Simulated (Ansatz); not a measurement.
# InSb: the cost of one run

Computed with Ansatz 0.2.0 (reference: DFT, HSE06, plane waves, PAW, unless a step's input says otherwise).

1 further run of the same task is left out (it didn't finish).

## (1) The system as given

Symmetry: Fm-3m, No. 225, cubic system. Conventional cell: a = 6.084 Å, b = 6.084 Å, c = 6.084 Å, α = 90.00°, β = 90.00°, γ = 90.00°. In (site symmetry m-3m) has 6 Sb at 3.04 Å as nearest neighbours. Sb (site symmetry m-3m) is surrounded by 6 In at 3.04 Å.

Structure file:

```xyz
2
Lattice="0.0000 3.0422 3.0422 3.0422 0.0000 3.0422 3.0422 3.0422 0.0000" Properties=species:S:1:pos:R:3 pbc="T T T"
In    0.0000    0.0000    0.0000
Sb    3.0422    3.0422    3.0422
```

## (2) The reference run

input.yaml reads:

```yaml
crystal:
  lattice:
    - [0.0, 3.0422106271, 3.0422106271]
    - [3.0422106271, 0.0, 3.0422106271]
    - [3.0422106271, 3.0422106271, 0.0]
  atoms:
    - { symbol: In, position: [0.0, 0.0, 0.0] }
    - { symbol: Sb, position: [0.5, 0.5, 0.5] }
kpoints:
  mp_grid: { grid: [4, 4, 4] }
hamiltonian:
  xc: hse06
scf:
  occupations: { method: fermi_dirac, width: 0.02 }
  n_extra_bands: 4
output:
  forces: true
  stress: true
  eigenvalues: true
```

Command:

```sh
$ ansatz run input.yaml --threads 4 --pin off --max-ram 3686MiB --backend cpu --events-out ev --progress --plain --runs-dir out
```

Q: Estimate wall time and peak memory on 4 threads of an x86-64 CPU, shared host.

About 39 s, with a peak of 0.82 GiB.
